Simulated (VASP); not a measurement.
# Sn (Fd-3m) in VASP: settings compared

The runs below take Sn through relaxation of cell and atoms, with PBE, PBEsol.

Everything below comes from runs of VASP 6.6.1. Logs are shortened: lines on timing, memory, paths and dates and some standing lists are left out, and cuts for length are marked.

## (1) The crystal as given

It takes space group Fd-3m (No. 227, cubic). The conventional cell has a = 6.652 Å, b = 6.652 Å, c = 6.652 Å, α = 90.00°, β = 90.00°, γ = 90.00°. Sn (site symmetry -43m) is surrounded by 4 Sn at 2.88 Å.

This isn't the form of Sn at room conditions, which is tetragonal (white tin).

## (2) Relaxation of cell and atoms, PBE

INCAR reads:

```
PREC = Accurate
ENCUT = 600
EDIFF = 1E-7
ISMEAR = 0
SIGMA = 0.03
LREAL = False
LASPH = True
NELM = 80
ALGO = Normal
ISIF = 3
LWAVE = False
LCHARG = False
GGA = PE
IBRION = 2
NSW = 90
EDIFFG = -0.005
```

KPOINTS reads:

```
Automatic mesh
0
Gamma
  10 10 10
```

POSCAR reads:

```
Sn                                      
1.0
    0.0000000000      3.3261629196      3.3261629196
    3.3261629196     -0.0000000000      3.3261629196
    3.3261629196      3.3261629196      0.0000000000
  Sn            
     2
Direct
     0.0000000000000000    0.0000000000000000    0.0000000000000000
     0.2500000000000000    0.2500000000000000    0.2500000000000000
```

Potentials or basis: VASP PAW PBE potentials, release 64 (Sn_d).

The run is started by

```sh
> cat potpaw_PBE.64/Sn_d/POTCAR > POTCAR
> mpirun -np 1 vasp_std > vasp.out
```

OUTCAR:

```text
PREC = Accurate
   ENCUT = 600
   EDIFF = 1E-7
   ISMEAR = 0
   LREAL = False
   LASPH = True
   NELM = 80
   ISIF = 3
   GGA = PE
   IBRION = 2
   NSW = 90
   EDIFFG = -0.005

 ion  position               nearest neighbor table
   1  0.000  0.000  0.000-   2 2.88   2 2.88   2 2.88   2 2.88
   2  0.250  0.250  0.250-   1 2.88   1 2.88   1 2.88   1 2.88

  LATTYP: Found a face centered cubic cell.
 ALAT       =     6.6523258392

  Lattice vectors:

 A1 = (   0.0000000000,   3.3261629196,   3.3261629196)
 A2 = (   3.3261629196,   0.0000000000,   3.3261629196)
 A3 = (   3.3261629196,   3.3261629196,   0.0000000000)

Analysis of symmetry for initial positions (statically):
=====================================================================
 Subroutine PRICEL returns:
 Original cell was already a primitive cell.

 Routine SETGRP: Setting up the symmetry group for a
 face centered cubic supercell.

 Subroutine GETGRP returns: Found 48 space group operations
 (whereof 24 operations were pure point group operations)
 out of a pool of 48 trial point group operations.

The static configuration has the point symmetry T_d .
 The point group associated with its full space group is O_h .

Analysis of symmetry for dynamics (positions and initial velocities):
=====================================================================
 Subroutine PRICEL returns:
 Original cell was already a primitive cell.

 Routine SETGRP: Setting up the symmetry group for a
 face centered cubic supercell.

 Subroutine GETGRP returns: Found 48 space group operations
 (whereof 24 operations were pure point group operations)
 out of a pool of 48 trial point group operations.

The dynamic configuration has the point symmetry T_d .
 The point group associated with its full space group is O_h .

 Subroutine INISYM returns: Found 48 space group operations
 (whereof 24 operations are pure point group operations),
 and found     1 'primitive' translations

----------------------------------------------------------------------------------------

                                     Primitive cell

  volume of cell :      73.5971

  direct lattice vectors                    reciprocal lattice vectors
     0.000000000  3.326162920  3.326162920    -0.150323364  0.150323364  0.150323364
     3.326162920  0.000000000  3.326162920     0.150323364 -0.150323364  0.150323364
     3.326162920  3.326162920  0.000000000     0.150323364  0.150323364 -0.150323364

  length of vectors
     4.703904712  4.703904712  4.703904712     0.260367704  0.260367704  0.260367704

  position of ions in fractional coordinates (direct lattice)
     0.000000000  0.000000000  0.000000000
     0.250000000  0.250000000  0.250000000

  ion indices of the primitive-cell ions
   primitive index   ion index
                 1           1
                 2           2

----------------------------------------------------------------------------------------

 KPOINTS: Automatic mesh

Automatic generation of k-mesh.
 Grid dimensions read from file:
 generate k-points for:   10   10   10

 Generating k-lattice:

  Cartesian coordinates                     Fractional coordinates (reciprocal lattice)
    -0.015032336  0.015032336  0.015032336     0.100000000  0.000000000  0.000000000
     0.015032336 -0.015032336  0.015032336     0.000000000  0.100000000  0.000000000
     0.015032336  0.015032336 -0.015032336     0.000000000  0.000000000  0.100000000

  Length of vectors
     0.026036770  0.026036770  0.026036770
[... 53 lines left out ...]
   NELM   =     80;   NELMIN=  2; NELMDL= -5     # of ELM steps
   EDIFF  = 0.1E-06   stopping-criterion for ELM
   LREAL  =      F    real-space projection
   EDIFFG = -.5E-02   stopping-criterion for IOM
   NSW    =     90    number of steps for IOM
   IBRION =      2    ionic relax: 0-MD 1-quasi-New 2-CG
   NFREE  =      1    steps in history (QN), initial steepest desc. (CG)
   ISIF   =      3    stress and relaxation
   ISYM   =      2    0-nonsym 1-usesym 2-fastsym
   POTIM  = 0.5000    time-step for ionic-motion
   TEBEG  =    0.0;   TEEND  =   0.0 temperature during run
   PSTRESS=    0.0 pullay stress
   NELECT =      28.0000    total number of electrons
   NUPDOWN=      -1.0000    fix difference up-down
   EMIN   =  10.00;   EMAX   =-10.00  energy-range for DOS
   EFERMI =   0.00;   METHOD = LEGACY
   ISMEAR =     0;   SIGMA  =   0.03  broadening in eV -4-tet -1-fermi 0-gaus
   EFERMI_NEDOS =   21; number of points for ismear=-14 and -15
   IALGO  =     38    algorithm
   IMIX   =      4    mixing-type and parameters
     AMIX     =   0.40;   BMIX     =  1.00
     AMIX_MAG =   1.60;   BMIX_MAG =  1.00
  volume/ion in A,a.u.               =      36.80       248.33
  Fermi-wavevector in a.u.,A,eV,Ry     =   1.186244  2.241676 19.145773  1.407175
  Thomas-Fermi vector in A             =   2.322421
   LORBIT       =      0    0 simple, 1 ext, 2 COOP (PROOUT), +10 PAW based schemes
   GGA     = PE    functional components
   LHFCALC =     F    Hartree Fock is set to
   AEXX    =    0.0000 exact exchange contribution
   IVDW    =     0    specifies the selected vdW correction
   LEPSILON=     F    determine dielectric tensor
   LRPA    =     F    only Hartree local field effects (RPA)
 conjugate gradient relaxation of ions
 non-spin polarized calculation
 Gauss-broadening in eV      SIGMA  =   0.03
  energy-cutoff  :      600.00
  volume of cell :       73.60
 maximum number of plane-waves:      2481
 NGX is ok and might be reduce to    40
   NGX = 19   NGY = 19   NGZ = 19

--------------------------------------- Ionic step        1  -------------------------------------------

 number of electron      27.9999997 magnetization

 Free energy of the ion-electron system (eV)
  ---------------------------------------------------
  ext. energy  EPLUGINS =         0.00000000
  ---------------------------------------------------
  free energy    TOTEN  =        -7.69025178 eV

  energy without entropy =       -7.68979941  energy(sigma->0) =       -7.69002560

------------------------ aborting loop because EDIFF is reached ----------------------------------------

  FORCE on cell =-STRESS in cart. coord.  units (eV):
  Direction    XX          YY          ZZ          XY          YZ          ZX
  --------------------------------------------------------------------------------------
  -------------------------------------------------------------------------------------
  Total        0.0184035      0.0184035      0.0184035     -0.0000000      0.0000000     -0.0000000
  in kB        0.4006356      0.4006356      0.4006356     -0.0000000      0.0000000     -0.0000000
  external PRESSURE =       0.4006356 kB  Pullay stress =       0.0000000 kB

 VOLUME and BASIS-vectors are now :
 -----------------------------------------------------------------------------
  energy-cutoff  :      600.00
  volume of cell :       73.60
      direct lattice vectors                 reciprocal lattice vectors
     0.000000000  3.326162920  3.326162920    -0.150323364  0.150323364  0.150323364
     3.326162920  0.000000000  3.326162920     0.150323364 -0.150323364  0.150323364
     3.326162920  3.326162920  0.000000000     0.150323364  0.150323364 -0.150323364

 POSITION                                       TOTAL-FORCE (eV/Angst)
 -----------------------------------------------------------------------------------
      0.00000      0.00000      0.00000         0.000000     -0.000000     -0.000000
      1.66308      1.66308      1.66308        -0.000000      0.000000      0.000000
 -----------------------------------------------------------------------------------
    total drift:                               -0.000000     -0.000000      0.000000

  FREE ENERGIE OF THE ION-ELECTRON SYSTEM (eV)
  ---------------------------------------------------
  free  energy   TOTEN  =        -7.6902517849 eV

  energy  without entropy=       -7.6897994125  energy(sigma->0) =       -7.69002560

--------------------------------------- Ionic step        2  -------------------------------------------

 number of electron      27.9999997 magnetization

 Free energy of the ion-electron system (eV)
  ---------------------------------------------------
  ext. energy  EPLUGINS =         0.00000000
  ---------------------------------------------------
  free energy    TOTEN  =        -7.69026211 eV

  energy without entropy =       -7.68980508  energy(sigma->0) =       -7.69003359

 E-fermi :   4.7931     XC(G=0):  -8.5494

 val. band max:        4.7883699377   @ k =   0.4000   0.0000   0.0000
 cond. band min:       4.9584263831   @ k =   0.0000   0.0000   0.0000
 fundamental gap:      0.1700564454
 Fermi energy:         4.7930595458

 k-point     1 :       0.0000    0.0000    0.0000
  band No.  band energies     occupation
      1     -16.6800      2.00000
      2     -16.6800      2.00000
      3     -16.6800      2.00000
      4     -16.6302      2.00000
      5     -16.6302      2.00000
      6     -16.3780      2.00000
[... 481 lines left out ...]
      5     -16.5303      2.00000
      6     -16.5100      2.00000
[... 10 lines left out ...]
     17      10.0722      0.00000
     18      10.5228      0.00000

 [... further k-points ...]

------------------------ aborting loop because EDIFF is reached ----------------------------------------

  FORCE on cell =-STRESS in cart. coord.  units (eV):
  Direction    XX          YY          ZZ          XY          YZ          ZX
  --------------------------------------------------------------------------------------
  -------------------------------------------------------------------------------------
  Total        0.0006445      0.0006445      0.0006445     -0.0000000     -0.0000000     -0.0000000
  in kB        0.0140124      0.0140124      0.0140124     -0.0000000     -0.0000000     -0.0000000
  external PRESSURE =       0.0140124 kB  Pullay stress =       0.0000000 kB

 VOLUME and BASIS-vectors are now :
 -----------------------------------------------------------------------------
  energy-cutoff  :      600.00
  volume of cell :       73.70
      direct lattice vectors                 reciprocal lattice vectors
    -0.000000000  3.327639456  3.327639456    -0.150256663  0.150256663  0.150256663
     3.327639456  0.000000000  3.327639456     0.150256663 -0.150256663  0.150256663
     3.327639456  3.327639456 -0.000000000     0.150256663  0.150256663 -0.150256663

 POSITION                                       TOTAL-FORCE (eV/Angst)
 -----------------------------------------------------------------------------------
      3.32764      6.65528      3.32764         0.000000      0.000000      0.000000
      1.66382      1.66382      1.66382        -0.000000     -0.000000     -0.000000
 -----------------------------------------------------------------------------------
    total drift:                               -0.000000     -0.000000      0.000000

  FREE ENERGIE OF THE ION-ELECTRON SYSTEM (eV)
  ---------------------------------------------------
  free  energy   TOTEN  =        -7.6902621076 eV

  energy  without entropy=       -7.6898050817  energy(sigma->0) =       -7.69003359

 reached required accuracy - stopping structural energy minimisation
```

Run time: 84 s. Hardware: 1 thread of Intel Xeon Platinum 8488C (Sapphire Rapids), shared host; peak memory 0.27 GiB.

What came out:

- Free energy: -7.6903 eV
- Relaxed volume: 36.85 Å³/atom
- Relaxed cell: a = 4.706 Å, b = 4.706 Å, c = 4.706 Å, α = 60.00°, β = 60.00°, γ = 60.00°
- Space group after relaxing (to 0.05 Å): Fd-3m (No. 227)
- Energy gained by relaxing: 0.0 meV/atom
- Ionic steps: 2
- Pressure after relaxing: 0.0 GPa
- Band gap on the k mesh: none (metal or under the smearing width)

Final structure:
```yaml
crystal:
  lattice:
    - [0.00000, 3.32764, 3.32764]
    - [3.32764, 0.00000, 3.32764]
    - [3.32764, 3.32764, 0.00000]
  atoms:
    - { symbol: Sn, position: [0.00000, 0.00000, 0.00000] }
    - { symbol: Sn, position: [0.25000, 0.25000, 0.25000] }
```

Levels at points of the mesh, in eV from the Fermi level:
| k point | band 12 | band 13 | band 14 | band 15 | band 16 | band 17 |
| --- | --- | --- | --- | --- | --- | --- |
| (0.00, 0.00, 0.00) | -1.07 | 0.17 | 0.17 | 0.17 | 2.23 | 2.23 |
| (0.50, 0.00, 0.00) | -5.95 | -0.93 | -0.93 | -0.07 | 3.28 | 3.28 |
| (0.50, 0.50, 0.00) | -7.19 | -2.15 | -2.15 | 0.98 | 0.98 | 7.33 |

## (3) Relaxation of cell and atoms, PBEsol

This run uses another cell than the first one, of 33.80 Å³/atom, 0.919 times its volume.

INCAR reads:

```
  PREC = Accurate
  ENCUT = 600
  EDIFF = 1E-6
  ISMEAR = 0
  SIGMA = 0.03
  LREAL = F
  LASPH = T
  NELM = 80
  ALGO = Normal
  ISIF = 3
  LWAVE = F
  LCHARG = F
  GGA = PS
  IBRION = 2
  NSW = 90
  EDIFFG = -0.01
  KPAR = 4
```

KPOINTS is that of step 2.

POSCAR reads:

```
Sn
1.0
    0.0000000000      3.2333428000      3.2333428000
    3.2333428000      0.0000000000      3.2333428000
    3.2333428000      3.2333428000      0.0000000000
Sn
2
Direct
    0.0000000000      0.0000000000      0.0000000000
    0.2500000000      0.2500000000      0.2500000000
```

Potentials or basis: VASP PAW PBE potentials, release 64 (Sn_d).

The run is started by

```sh
> cat potpaw_PBE.64/Sn_d/POTCAR > POTCAR
> mpirun -np 4 vasp_std > vasp.out
```

Wall time 36 s (4 MPI ranks of Intel Xeon Platinum 8559C (Emerald Rapids), shared host); peak memory 0.28 GiB.

Results (log left out):

| Quantity | Value |
| --- | --- |
| Free energy | -8.4630 eV |
| Relaxed volume | 34.92 Å³/atom |
| Relaxed cell | a = 4.622 Å, b = 4.622 Å, c = 4.622 Å, α = 60.00°, β = 60.00°, γ = 60.00° |
| Space group after relaxing (to 0.05 Å) | Fd-3m (No. 227) |
| Energy gained by relaxing | 4.9 meV/atom |
| Ionic steps | 3 |
| Pressure after relaxing | 0.0 GPa |
| Band gap on the k mesh | none (metal or under the smearing width) |

The path:
```
step  energy change (eV)  largest force (eV/Å)  pressure (GPa)  volume (Å³)
   1              0.0000                0.0000            1.47        67.61
   2             -0.0086                0.0000           -0.46        70.69
   3             -0.0099                0.0000            0.00        69.84
```

Final structure:
```
Sn
1.0
     0.00000    3.26858    3.26858
     3.26858    0.00000    3.26858
     3.26858    3.26858    0.00000
Sn
2
Cartesian
  0.0000 0.0000 0.0000
  1.6343 1.6343 1.6343
```

Levels at points of the mesh, in eV from the Fermi level:
```
           k point  band 11  band 12  band 13  band 14  band 15  band 16  band 17  band 18
(0.00, 0.00, 0.00)   -10.41    -0.77     0.16     0.16     0.16     2.22     2.22     2.22
(0.50, 0.00, 0.00)    -8.83    -6.16    -1.01    -1.01    -0.03     3.28     3.28     5.62
(0.50, 0.50, 0.00)    -7.38    -7.38    -2.32    -2.32     0.86     0.86     7.65     7.65
```

Caveat: the PAW data sets were made with another functional, which shifts forces and pressure a little. Zero-point motion and thermal expansion aren't in these numbers.

## (4) Relaxation of cell and atoms, PBEsol

This run uses another cell than the first one, of 34.92 Å³/atom, 0.949 times its volume.

INCAR: that of step 3 with these lines changed.

```diff
@@ -2,3 +2,3 @@
   ENCUT = 600
-  EDIFF = 1E-6
+  EDIFF = 1E-7
   ISMEAR = 0
@@ -15,3 +15,3 @@
   NSW = 90
-  EDIFFG = -0.01
+  EDIFFG = -0.005
   KPAR = 4
```

KPOINTS is that of step 3.

POSCAR reads:

```
Sn                                      
1.0
    0.0000000000      3.2685833779      3.2685833779
    3.2685833779      0.0000000000      3.2685833779
    3.2685833779      3.2685833779     -0.0000000000
  Sn            
     2
Direct
     0.0000000000000000    0.0000000000000000    0.0000000000000000
     0.2500000000000000    0.2500000000000000    0.2500000000000000
```

The run is started by

```sh
> cat potpaw_PBE.64/Sn_d/POTCAR > POTCAR
> mpirun -np 4 vasp_std > vasp.out
```

Run time: 19 s. Hardware: 4 MPI ranks of Intel Xeon Platinum 8559C (Emerald Rapids), shared host; peak memory 0.25 GiB.

The run converged. Its results:

```
Free energy             : -8.4633 eV
Pressure after relaxing : 0.0 GPa
Band gap on the k mesh  : none (metal or under the smearing width)
```

Final structure:
```
CELL_PARAMETERS angstrom
0.00000 3.26858 3.26858
3.26858 0.00000 3.26858
3.26858 3.26858 0.00000
ATOMIC_POSITIONS crystal
Sn 0.00000 0.00000 0.00000
Sn 0.25000 0.25000 0.25000
```

Levels at points of the mesh, in eV from the Fermi level:
```tsv
k point	band 12	band 13	band 14	band 15	band 16	band 17
(0.00, 0.00, 0.00)	-0.77	0.16	0.16	0.16	2.22	2.22
(0.50, 0.00, 0.00)	-6.16	-1.01	-1.01	-0.03	3.28	3.28
(0.50, 0.50, 0.00)	-7.38	-2.32	-2.32	0.86	0.86	7.65
```

Caveat: the relaxation stopped at its first step, so nothing moved; the PAW data sets were made with another functional, which shifts forces and pressure a little.
